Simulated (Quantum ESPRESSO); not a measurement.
Ni:

```
CELL_PARAMETERS angstrom
-1.38372 1.38372 1.38372
1.38372 -1.38372 1.38372
1.38372 1.38372 -1.38372
ATOMIC_POSITIONS crystal
Ni 0.00000 0.00000 0.00000
```

This isn't the form of Ni at room conditions, which is fcc.

Base run:

| Quantity | Value |
| --- | --- |
| Program | Quantum ESPRESSO 7.5 |
| Functional | PBEsol |
| Potentials or basis | GBRV 1.5 PBEsol |
| Cutoff | 612 eV |
| Density cutoff | 4898 eV |
| k mesh | 13 × 13 × 13 |
| Occupations | fermi-dirac, width 0.05 eV |
| Spin | collinear spin, ferromagnetic start |
| Starting moments | [1.0] μB |
| Hubbard terms | Ni d U = 2 eV |

Its results: band gap on the k mesh none (metal or under the smearing width); pressure -4.1 GPa; net moment 0.61 μB per cell; site moments Ni +0.65 μB.

Task: After a change of settings the same cell gave: band gap on the k mesh none (metal or under the smearing width); pressure -5.1 GPa; net moment 0.62 μB per cell; site moments Ni +0.67 μB. Which change was it?
A. hubbard terms from Ni d U = 2 eV to none
B. hubbard terms from Ni d U = 2 eV to Ni d U = 4 eV
C. hubbard terms from Ni d U = 2 eV to Ni d U = 8 eV

Result: B.

Caveats: the U is typed as a test and isn't derived for this compound.

Not every run made on this cell is shown here.
